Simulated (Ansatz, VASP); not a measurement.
**Ta: VASP beside Ansatz**

```
CELL_PARAMETERS angstrom
2.90037 0.00000 0.00000
-1.45019 2.51180 0.00000
0.00000 0.00000 5.16627
ATOMIC_POSITIONS crystal
Ta 0.33333 0.66667 0.25000
Ta 0.66667 0.33333 0.75000
```

This isn't the form of Ta at room conditions, which is bcc.

Alike in both runs: functional LDA; k mesh 11 × 11 × 5; occupations fermi-dirac, width 0.05 eV; no spin polarisation.

|  | VASP | Ansatz |
| --- | --- | --- |
| version | VASP 6.6.1 | Ansatz 0.2.0 |
| potentials or method | VASP PAW LDA potentials, release 64 (Ta_pv) | Ansatz PAW |
| plane-wave cutoff (eV) | 520 | 420 |
| valence electrons in the cell | 22 | 26 |
| task | single point | band structure |

Ansatz gave:

```
gap on the k mesh at the Fermi level (eV)       : none
pressure (GPa)                                  : -12.0
largest component of the traceless stress (GPa) : 2.07
```

Problem. Which values does VASP return?

Solution. gap on the k mesh at the Fermi level (eV): none; pressure (GPa): -11.4; largest component of the traceless stress (GPa): 2.03.

A gap of «none» marks a metal or a gap that the smearing closes. The two sets of potentials don't hold the same shells in valence.

Caveats: spin-orbit coupling is left out, which moves the levels of the heavy elements (Ansatz); the PAW data sets come from PBE, with cores solved anew for the run's functional, which leaves a small shift of forces and pressure (Ansatz). Spin-orbit coupling is left out, which matters for the levels of Ta.
